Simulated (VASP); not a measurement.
# Nb (Im-3m) in VASP: band structure with PBEsol

Aim: the band structure of Nb with PBEsol.

Program: VASP 6.6.1. These are calculated values, not measurements. Logs are shortened: lines on timing, memory, paths and dates and some standing lists are left out, and cuts for length are marked.

### Step 1. The structure

It takes space group Im-3m (No. 229, cubic). The conventional cell has a = 3.268 Å, b = 3.268 Å, c = 3.268 Å, α = 90.00°, β = 90.00°, γ = 90.00°. Nb (site symmetry m-3m) has 8 Nb at 2.83 Å as nearest neighbours.

The cell was built by a generator and needn't be a form met in nature.

### Step 2. Band structure, PBEsol

INCAR reads:

```
ALGO = Normal
EDIFF = 1E-7
ENCUT = 520
GGA = PS
ICORELEVEL = 1
ISIF = 2
ISMEAR = 1
LASPH = True
LCHARG = False
LMAXMIX = 4
LREAL = False
LWAVE = False
NBANDS = 12
NELM = 80
PREC = Accurate
SIGMA = 0.1
```

KPOINTS reads:

```
k-points
0
Gamma
  16 16 16
```

POSCAR reads:

```
Nb                                      
1.0
   -1.6341561345      1.6341561345      1.6341561345
    1.6341561345     -1.6341561345      1.6341561345
    1.6341561345      1.6341561345     -1.6341561345
  Nb            
     1
Direct
     0.0000000000000000    0.0000000000000000    0.0000000000000000
```

KPOINTS_OPT reads:

```
explicit points
64
Reciprocal
 0.0000000000  0.0000000000  0.0000000000 1
 0.0555555556 -0.0555555556  0.0555555556 1
 0.1111111111 -0.1111111111  0.1111111111 1
 0.1666666667 -0.1666666667  0.1666666667 1
 0.2222222222 -0.2222222222  0.2222222222 1
 0.2777777778 -0.2777777778  0.2777777778 1
 0.3333333333 -0.3333333333  0.3333333333 1
 0.3888888889 -0.3888888889  0.3888888889 1
 0.4444444444 -0.4444444444  0.4444444444 1
 0.5000000000 -0.5000000000  0.5000000000 1
 0.5000000000 -0.5000000000  0.5000000000 1
 0.4444444444 -0.4444444444  0.5000000000 1
 0.3888888889 -0.3888888889  0.5000000000 1
 0.3333333333 -0.3333333333  0.5000000000 1
 0.2777777778 -0.2777777778  0.5000000000 1
 0.2222222222 -0.2222222222  0.5000000000 1
 0.1666666667 -0.1666666667  0.5000000000 1
 0.1111111111 -0.1111111111  0.5000000000 1
 0.0555555556 -0.0555555556  0.5000000000 1
 0.0000000000  0.0000000000  0.5000000000 1
 0.0000000000  0.0000000000  0.5000000000 1
 0.0000000000  0.0000000000  0.4444444444 1
 0.0000000000  0.0000000000  0.3888888889 1
 0.0000000000  0.0000000000  0.3333333333 1
 0.0000000000  0.0000000000  0.2777777778 1
 0.0000000000  0.0000000000  0.2222222222 1
 0.0000000000  0.0000000000  0.1666666667 1
 0.0000000000  0.0000000000  0.1111111111 1
 0.0000000000  0.0000000000  0.0555555556 1
 0.0000000000  0.0000000000  0.0000000000 1
 0.0000000000  0.0000000000  0.0000000000 1
 0.0277777778  0.0277777778  0.0277777778 1
 0.0555555556  0.0555555556  0.0555555556 1
 0.0833333333  0.0833333333  0.0833333333 1
 0.1111111111  0.1111111111  0.1111111111 1
 0.1388888889  0.1388888889  0.1388888889 1
 0.1666666667  0.1666666667  0.1666666667 1
 0.1944444444  0.1944444444  0.1944444444 1
 0.2222222222  0.2222222222  0.2222222222 1
 0.2500000000  0.2500000000  0.2500000000 1
 0.2500000000  0.2500000000  0.2500000000 1
 0.2777777778  0.1666666667  0.2777777778 1
 0.3055555556  0.0833333333  0.3055555556 1
 0.3333333333  0.0000000000  0.3333333333 1
 0.3611111111 -0.0833333333  0.3611111111 1
 0.3888888889 -0.1666666667  0.3888888889 1
 0.4166666667 -0.2500000000  0.4166666667 1
 0.4444444444 -0.3333333333  0.4444444444 1
 0.4722222222 -0.4166666667  0.4722222222 1
 0.5000000000 -0.5000000000  0.5000000000 1
 0.2500000000  0.2500000000  0.2500000000 1
 0.2222222222  0.2222222222  0.2777777778 1
 0.1944444444  0.1944444444  0.3055555556 1
 0.1666666667  0.1666666667  0.3333333333 1
 0.1388888889  0.1388888889  0.3611111111 1
 0.1111111111  0.1111111111  0.3888888889 1
 0.0833333333  0.0833333333  0.4166666667 1
 0.0555555556  0.0555555556  0.4444444444 1
 0.0277777778  0.0277777778  0.4722222222 1
 0.0000000000  0.0000000000  0.5000000000 1
 0.0000000000  0.0000000000  0.0000000000 1
 0.5000000000 -0.5000000000  0.5000000000 1
 0.2500000000  0.2500000000  0.2500000000 1
 0.0000000000  0.0000000000  0.5000000000 1
```

Potentials or basis: VASP PAW PBE potentials, release 64 (Nb_sv).

On the command line:

```sh
> cat potpaw_PBE.64/Nb_sv/POTCAR > POTCAR
> mpirun -np 1 vasp_std > vasp.out
```

OUTCAR:

```text
EDIFF = 1E-7
   ENCUT = 520
   GGA = PS
   ISIF = 2
   ISMEAR = 1
   LASPH = True
   LREAL = False
   NELM = 80
   PREC = Accurate

 ion  position               nearest neighbor table
   1  0.000  0.000  0.000-

  LATTYP: Found a body centered cubic cell.
 ALAT       =     3.2683122690

  Lattice vectors:

 A1 = (  -1.6341561345,   1.6341561345,   1.6341561345)
 A2 = (   1.6341561345,  -1.6341561345,   1.6341561345)
 A3 = (   1.6341561345,   1.6341561345,  -1.6341561345)

Analysis of symmetry for initial positions (statically):
=====================================================================
 Subroutine PRICEL returns:
 Original cell was already a primitive cell.

 Routine SETGRP: Setting up the symmetry group for a
 body centered cubic supercell.

 Subroutine GETGRP returns: Found 48 space group operations
 (whereof 48 operations were pure point group operations)
 out of a pool of 48 trial point group operations.

The static configuration has the point symmetry O_h .

Analysis of symmetry for dynamics (positions and initial velocities):
=====================================================================
 Subroutine PRICEL returns:
 Original cell was already a primitive cell.

 Routine SETGRP: Setting up the symmetry group for a
 body centered cubic supercell.

 Subroutine GETGRP returns: Found 48 space group operations
 (whereof 48 operations were pure point group operations)
 out of a pool of 48 trial point group operations.

The dynamic configuration has the point symmetry O_h .

 Subroutine INISYM returns: Found 48 space group operations
 (whereof 48 operations are pure point group operations),
 and found     1 'primitive' translations

----------------------------------------------------------------------------------------

                                     Primitive cell

  volume of cell :      17.4558

  direct lattice vectors                    reciprocal lattice vectors
    -1.634156134  1.634156134  1.634156134     0.000000000  0.305968316  0.305968316
     1.634156134 -1.634156134  1.634156134     0.305968316  0.000000000  0.305968316
     1.634156134  1.634156134 -1.634156134     0.305968316  0.305968316  0.000000000

  length of vectors
     2.830441452  2.830441452  2.830441452     0.432704542  0.432704542  0.432704542

  position of ions in fractional coordinates (direct lattice)
     0.000000000  0.000000000  0.000000000

  ion indices of the primitive-cell ions
   primitive index   ion index
                 1           1

----------------------------------------------------------------------------------------

 KPOINTS: k-points

Automatic generation of k-mesh.
 Grid dimensions read from file:
 generate k-points for:   16   16   16

 Generating k-lattice:

  Cartesian coordinates                     Fractional coordinates (reciprocal lattice)
     0.000000000  0.019123020  0.019123020     0.062500000  0.000000000  0.000000000
     0.019123020  0.000000000  0.019123020     0.000000000  0.062500000  0.000000000
     0.019123020  0.019123020  0.000000000     0.000000000  0.000000000  0.062500000

  Length of vectors
     0.027044034  0.027044034  0.027044034

  Shift w.r.t. Gamma in fractional coordinates (k-lattice)
     0.000000000  0.000000000  0.000000000

 Subroutine IBZKPT returns following result:
 ===========================================

 Found    145 irreducible k-points:

 Following reciprocal coordinates:
            Coordinates               Weight
  0.000000  0.000000  0.000000      1.000000
  0.062500  0.000000  0.000000     12.000000
  0.125000  0.000000  0.000000     12.000000
  0.187500  0.000000  0.000000     12.000000
  0.250000  0.000000  0.000000     12.000000
  0.312500  0.000000  0.000000     12.000000
[... 16 lines left out ...]
  0.187500  0.187500  0.000000     24.000000
  0.250000  0.187500 -0.000000     48.000000
 [... further k-points ...]
   k-points           NKPTS =    145   k-points in BZ     NKDIM =    145   number of bands    NBANDS=     12
   number of dos      NEDOS =    301   number of ions     NIONS =      1
   total plane-waves  NPLWV =  13824
   dimension x,y,z NGX =    24 NGY =   24 NGZ =   24
   dimension x,y,z NGXF=    48 NGYF=   48 NGZF=   48
   ions per type =               1
   NGX,Y,Z   is equivalent  to a cutoff of  14.10, 14.10, 14.10 a.u.
   NGXF,Y,Z  is equivalent  to a cutoff of  28.19, 28.19, 28.19 a.u.
 SYSTEM =  unknown system
   PREC   = accura    normal or accurate (medium, high low for compatibility)
   ISTART =      0    job   : 0-new  1-cont  2-samecut
   ICHARG =      2    charge: 1-file 2-atom 10-const
   ISPIN  =      1    spin polarized calculation?
   LNONCOLLINEAR =      F non collinear calculations
   LSORBIT =      F    spin-orbit coupling
   LASPH  =      T    aspherical Exc in radial PAW
   ENCUT  =  520.0 eV  38.22 Ry    6.18 a.u.   5.26  5.26  5.26*2*pi/ulx,y,z
   NELM   =     80;   NELMIN=  2; NELMDL= -5     # of ELM steps
   EDIFF  = 0.1E-06   stopping-criterion for ELM
   LREAL  =      F    real-space projection
   EDIFFG = 0.1E-05   stopping-criterion for IOM
   NSW    =      0    number of steps for IOM
   IBRION =     -1    ionic relax: 0-MD 1-quasi-New 2-CG
   NFREE  =      0    steps in history (QN), initial steepest desc. (CG)
   ISIF   =      2    stress and relaxation
   ISYM   =      2    0-nonsym 1-usesym 2-fastsym
   POTIM  = 0.5000    time-step for ionic-motion
   TEBEG  =    0.0;   TEEND  =   0.0 temperature during run
   PSTRESS=    0.0 pullay stress
   NELECT =      13.0000    total number of electrons
   NUPDOWN=      -1.0000    fix difference up-down
   EMIN   =  10.00;   EMAX   =-10.00  energy-range for DOS
   EFERMI =   0.00;   METHOD = LEGACY
   ISMEAR =     1;   SIGMA  =   0.10  broadening in eV -4-tet -1-fermi 0-gaus
   EFERMI_NEDOS =   21; number of points for ismear=-14 and -15
   IALGO  =     38    algorithm
   IMIX   =      4    mixing-type and parameters
     AMIX     =   0.40;   BMIX     =  1.00
     AMIX_MAG =   1.60;   BMIX_MAG =  1.00
  volume/ion in A,a.u.               =      17.46       117.80
  Fermi-wavevector in a.u.,A,eV,Ry     =   1.483915  2.804193 29.960086  2.202004
  Thomas-Fermi vector in A             =   2.597517
   LORBIT       =      0    0 simple, 1 ext, 2 COOP (PROOUT), +10 PAW based schemes
   GGA     = PS    functional components
   LHFCALC =     F    Hartree Fock is set to
   AEXX    =    0.0000 exact exchange contribution
   IVDW    =     0    specifies the selected vdW correction
   LEPSILON=     F    determine dielectric tensor
   LRPA    =     F    only Hartree local field effects (RPA)
 non-spin polarized calculation
 Methfessel and Paxton  Order N= 1 SIGMA  =   0.10
  energy-cutoff  :      520.00
  volume of cell :       17.46
 maximum number of plane-waves:       484
 NGX is ok and might be reduce to    24
   NGX = 11   NGY = 11   NGZ = 11

 number of electron      13.0000001 magnetization

 Free energy of the ion-electron system (eV)
  ---------------------------------------------------
  ext. energy  EPLUGINS =         0.00000000
  ---------------------------------------------------
  free energy    TOTEN  =       -10.95489443 eV

  energy without entropy =      -10.95462075  energy(sigma->0) =      -10.95480320

 the core state eigenenergies are
   1-  1s -18789.4739  2s  -2614.6618  2p  -2332.7669  3s   -423.1141  3p   -330.9995
       3d   -180.5213

 E-fermi :  11.4881     XC(G=0): -12.7922

 val. band max:       11.4773750198   @ k =  -0.4375   0.5000   0.1875
 cond. band min:      11.4916187689   @ k =   0.1875   0.0000   0.0000
 fundamental gap:      0.0142437491
 Fermi energy:        11.4881320059

 k-point     1 :       0.0000    0.0000    0.0000
  band No.  band energies     occupation
      1     -42.7415      2.00000
      2     -17.9856      2.00000
      3     -17.9856      2.00000
      4     -17.9856      2.00000
      5       5.4577      2.00000
      6      11.8445     -0.00001
      7      11.8445     -0.00001
      8      11.8445     -0.00001
      9      14.8599      0.00000
     10      14.8599      0.00000
     11      25.7834      0.00000
     12      25.7834      0.00000

 k-point     2 :       0.0625    0.0000    0.0000
  band No.  band energies     occupation
      1     -42.7311      2.00000
      2     -18.0480      2.00000
      3     -18.0044      2.00000
      4     -17.9862      2.00000
      5       5.6261      2.00000
      6      11.7394     -0.00219
      7      11.8196     -0.00003
      8      12.0061     -0.00000
      9      14.6955      0.00000
     10      14.8596      0.00000
     11      25.9252      0.00000
     12      26.0744      0.00000

 k-point     3 :       0.1250    0.0000    0.0000
  band No.  band energies     occupation
      1     -42.7013      2.00000
      2     -18.2233      2.00000
      3     -18.0575      2.00000
      4     -17.9879      2.00000
      5       6.1004      2.00000
      6      11.4553      1.52360
      7      11.7087     -0.00777
      8      12.4831     -0.00000
      9      14.3797      0.00000
     10      14.8694      0.00000
     11      26.2560      0.00000
     12      26.9119      0.00000
[... 211 lines left out ...]
 k-point    18 :       0.1875    0.1250    0.0000
  band No.  band energies     occupation
      1     -42.5823      2.00000
      2     -18.8382      2.00000
      3     -18.2434      2.00000
      4     -18.0606      2.00000
      5       7.8478      2.00000
      6      10.6463      2.00000
      7      10.9171      2.00000
      8      13.9690      0.00000
      9      14.9529      0.00000
     10      15.3839      0.00000
     11      26.5447      0.00000
     12      27.5217      0.00000

 k-point    19 :       0.2500    0.1250    0.0000
  band No.  band energies     occupation
      1     -42.5322      2.00000
      2     -19.0676      2.00000
      3     -18.3539      2.00000
      4     -18.0699      2.00000
      5       8.2402      2.00000
      6      10.2986      2.00000
      7      11.1344      2.00001
      8      14.2066      0.00000
      9      15.5248      0.00000
     10      16.2493      0.00000
     11      25.4441      0.00000
     12      26.8402      0.00000

 k-point    20 :       0.3125    0.1250   -0.0000
  band No.  band energies     occupation
      1     -42.4893      2.00000
      2     -19.2558      2.00000

------------------------ aborting loop because EDIFF is reached ----------------------------------------

  FORCE on cell =-STRESS in cart. coord.  units (eV):
  Direction    XX          YY          ZZ          XY          YZ          ZX
  --------------------------------------------------------------------------------------
  -------------------------------------------------------------------------------------
  Total       -0.0038784     -0.0038784     -0.0038784      0.0000000      0.0000000     -0.0000000
  in kB       -0.3559759     -0.3559759     -0.3559759      0.0000000      0.0000000     -0.0000000
  external PRESSURE =      -0.3559759 kB  Pullay stress =       0.0000000 kB

 VOLUME and BASIS-vectors are now :
 -----------------------------------------------------------------------------
  energy-cutoff  :      520.00
  volume of cell :       17.46
      direct lattice vectors                 reciprocal lattice vectors
    -1.634156134  1.634156134  1.634156134     0.000000000  0.305968316  0.305968316
     1.634156134 -1.634156134  1.634156134     0.305968316  0.000000000  0.305968316
     1.634156134  1.634156134 -1.634156134     0.305968316  0.305968316  0.000000000

 POSITION                                       TOTAL-FORCE (eV/Angst)
 -----------------------------------------------------------------------------------
      0.00000      0.00000      0.00000        -0.000000     -0.000000     -0.000000
 -----------------------------------------------------------------------------------
    total drift:                                0.000000      0.000000      0.000000

  FREE ENERGIE OF THE ION-ELECTRON SYSTEM (eV)
  ---------------------------------------------------
  free  energy   TOTEN  =       -10.9548944296 eV

  energy  without entropy=      -10.9546207512  energy(sigma->0) =      -10.95480320
```

It took 13 s on 1 thread of Intel Xeon 6975P-C (Granite Rapids), shared host; peak memory 0.17 GiB.

Results:

```
Free energy             : -10.9549 eV
Pressure                : 0.0 GPa
Band gap along the path : none (metal or under the smearing width)
```

Levels at the corners of the path, in eV from the Fermi level:
| point | band 3 | band 4 | band 5 | band 6 | band 7 | band 8 | band 9 | band 10 |
| --- | --- | --- | --- | --- | --- | --- | --- | --- |
| Γ | -29.47 | -29.47 | -6.03 | 0.36 | 0.36 | 0.36 | 3.37 | 3.37 |
| H | -30.50 | -30.50 | -3.92 | -3.92 | 5.86 | 5.86 | 5.86 | 9.32 |
| H | -30.50 | -30.50 | -3.92 | -3.92 | 5.86 | 5.86 | 5.86 | 9.32 |
| N | -29.95 | -29.49 | -3.87 | -1.76 | 2.44 | 3.43 | 4.14 | 6.68 |
| N | -29.95 | -29.49 | -3.87 | -1.76 | 2.44 | 3.43 | 4.14 | 6.68 |
| Γ | -29.47 | -29.47 | -6.03 | 0.36 | 0.36 | 0.36 | 3.37 | 3.37 |
| Γ | -29.47 | -29.47 | -6.03 | 0.36 | 0.36 | 0.36 | 3.37 | 3.37 |
| P | -30.24 | -30.24 | -1.11 | -1.11 | -1.11 | 4.28 | 4.28 | 9.68 |
| P | -30.24 | -30.24 | -1.11 | -1.11 | -1.11 | 4.28 | 4.28 | 9.68 |
| H | -30.50 | -30.50 | -3.92 | -3.92 | 5.86 | 5.86 | 5.86 | 9.32 |
| P | -30.24 | -30.24 | -1.11 | -1.11 | -1.11 | 4.28 | 4.28 | 9.68 |
| N | -29.95 | -29.49 | -3.87 | -1.76 | 2.44 | 3.43 | 4.14 | 6.68 |

Core levels (eV, on the scale of the bands):
```
atom                                                                levels
1 Nb  1s -18789.5, 2s -2614.7, 2p -2332.8, 3s -423.1, 3p -331.0, 3d -180.5
```

Caveat: the PAW data sets were made with another functional, which shifts forces and pressure a little.
